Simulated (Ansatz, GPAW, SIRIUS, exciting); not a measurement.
# Hf: 4 runs at one level of theory

```
Hf
1.0
    -0.04347    2.20748    2.21336
     2.16276   -0.04267    2.21256
     2.17201    2.21592   -0.05192
Hf
1
Direct
  0.00193 0.98878 0.99658
```

This isn't the form of Hf at room conditions, which is hcp.

The given cell was strained at random by a few per cent at fixed volume.

Alike in all runs: task single point; functional PBEsol; k mesh 10 × 10 × 10; occupations fermi-dirac, width 0.05 eV; no spin polarisation; no spin-orbit coupling. Pressure is positive in compression and, in plane waves, holds the error of the finite cutoff.

```csv
program and potentials,plane-wave cutoff (eV),notes,band gap (eV),pressure (GPa),energy over the undisturbed cell (meV/atom)
"exciting, all-electron LAPW+lo, shipped species files, valence relativity iora*",-,-,no gap,-,8.02
"GPAW, PAW data sets generated for this functional",600,-,?,?,?
"SIRIUS, PseudoDojo 0.4.1 PBEsol standard (scalar relativistic)",807,-,no gap,-1.21,8.53
"Ansatz, all-electron LAPW, scalar-relativistic",-,-,no gap,-1.57,-
```

Problem. Estimate from the other rows what the run with GPAW, PAW data sets generated for this functional gave.

Solution. No band gap; pressure -1.12 GPa; energy over the undisturbed cell 8.52 meV/atom. The other rows, which needn't bracket it: pressure -1.57 to -1.21; energy over the undisturbed cell 8.02 to 8.53.
